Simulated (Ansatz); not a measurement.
System: rock-salt NaBr. Method: LC-ωPBE (Ansatz, a quantum-chemistry and plane-wave program, PAW).

Run with plane-wave cutoff 460 eV, 8×8×8 k mesh, Fermi–Dirac smearing 0.01 eV, scalar-relativistic PAW data made under PBE.

Results at a series of volumes:

```tsv
V (Å³/atom)	E − E_lowest (meV/atom)
24.953	4.89
25.610	1.14
26.162	0.00
26.923	1.03
27.580	4.03
```

Question: Estimate the bulk modulus and its pressure derivative from these points.

Answer: V0 = 26.267 Å³/atom, B0 = 21.7 GPa, B′ = 4.7 (fit to the energies at full precision).

Measured, for comparison: bulk modulus 22.6 GPa (4 K, zero-point motion not removed; as tabulated in Doll and Stoll (1998), arXiv:cond-mat/9801031); equilibrium volume per atom 26.01 Å³/atom (low temperature, zero-point motion not removed; as tabulated in Doll and Stoll (1998), arXiv:cond-mat/9801031). Computed (rounded) less measured: bulk modulus -4 %, equilibrium volume per atom +1.0 %.

The computed numbers hold no vibrational or temperature effects.

It cost about 8 core-minutes (a rough figure) of CPU time.
